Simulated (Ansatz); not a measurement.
MoP:

```xyz
2
Lattice="3.2230 0.0000 0.0000 -1.6115 2.7912 0.0000 0.0000 0.0000 3.1910" Properties=species:S:1:pos:R:3 pbc="T T T"
Mo    0.0000    0.0000    0.0000
P     0.0000    1.8608    1.5955
```

Base run:

- Program: Ansatz 0.2.0
- Functional: BLYP
- Potentials or basis: Ansatz PAW
- Cutoff: 420 eV (not typed: the program's choice for these potentials)
- k mesh: 10 × 10 × 8
- Occupations: fermi-dirac, width 0.05 eV
- Spin: no spin polarisation

Its results: band gap on the k mesh none (metal or under the smearing width); pressure 13.4 GPa.

Problem. The run is repeated on the same cell with these changes: functional from BLYP to PBEsol. What comes out?

Solution. Band gap on the k mesh none (metal or under the smearing width); pressure -3.8 GPa.

PBEsol binds more tightly than BLYP, so the same cell stands under less pressure.

Caveats: the PAW data sets come from PBE, with cores solved anew for the run's functional, which leaves a small shift of forces and pressure.
